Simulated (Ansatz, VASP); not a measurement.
**KCl in VASP and in Ansatz**

INCAR

```
ALGO = Normal
EDIFF = 1E-6
ENCUT = 520
GGA = PS
ISIF = 2
ISMEAR = -1
LASPH = T
LCHARG = F
LREAL = F
LWAVE = F
NBANDS = 15
NELM = 100
PREC = Accurate
SIGMA = 0.02
```

The input KPOINTS:

```
k-points
0
Gamma
  7 7 7
```

File POSCAR:

```
KCl
1.0
    3.6340000000      0.0545100000      0.0545100000
    0.0545100000      3.6340000000      0.0545100000
    0.0545100000      0.0545100000      3.6340000000
K Cl
1 1
Direct
    0.0000000000      0.0000000000      0.0000000000
    0.5000000000      0.5000000000      0.5000000000
```

Input for Ansatz:

```yaml
crystal:
  lattice:
    - [3.634, 0.05451, 0.05451]
    - [0.05451, 3.634, 0.05451]
    - [0.05451, 0.05451, 3.634]
  atoms:
    - { symbol: K, position: [0.0, 0.0, 0.0] }
    - { symbol: Cl, position: [0.5, 0.5, 0.5] }
kpoints:
  mp_grid: { grid: [7, 7, 7] }
  band_path:
    path:
      - [0.0, 0.0, 0.0]
      - [0.5, 0.5, 0.5]
      - [0.5284899614, 0.4715100386, 0.5]
      - [0.5, -0.4715100386, 0.4715100386]
      - [0.5, 0.0, 0.0]
      - [0.0, 0.0, 0.0]
      - [0.4857550193, -0.4857550193, 0.0]
      - [0.5142449807, 0.0, 0.4857550193]
      - [0.5, 0.0, 0.5]
    npoints: 5
scf:
  occupations: { method: fermi_dirac, width: 0.02 }
hamiltonian:
  xc: pbesol
  pseudopotentials: { kind: all_electron, lapw: { basis_error: 0.0005 } }
output:
  forces: true
  stress: true
  eigenvalues: true
```

Change from the starting cell: equal xy, yz and zx shear strains of +3 %.

Alike in both runs: task single point; functional PBEsol; k mesh 7 × 7 × 7; occupations fermi-dirac, width 0.02 eV; no spin polarisation.

|  | VASP | Ansatz |
| --- | --- | --- |
| version | VASP 6.6.1 | Ansatz 0.2.0 |
| potentials or method | VASP PAW PBE potentials, release 64 (K_sv, Cl) | all-electron LAPW, scalar-relativistic |
| plane-wave cutoff (eV) | 520 | see its input |

|  | VASP | Ansatz | Ansatz less VASP |
| --- | --- | --- | --- |
| gap on the k mesh at the Fermi level (eV) | 5.40 | 5.40 | +0.005 |
| pressure (GPa) | 2.5 | 2.4 | -0.09 |
| largest component of the traceless stress (GPa) | 0.33 | 0.32 | -0.012 |

Ansatz ran all-electron here, so the differences hold the error of VASP's frozen core and of both bases.

Caveats: the PAW data sets were made with another functional, which shifts forces and pressure a little (VASP); an odd mesh through Γ misses points on the zone boundary, where band edges often lie.
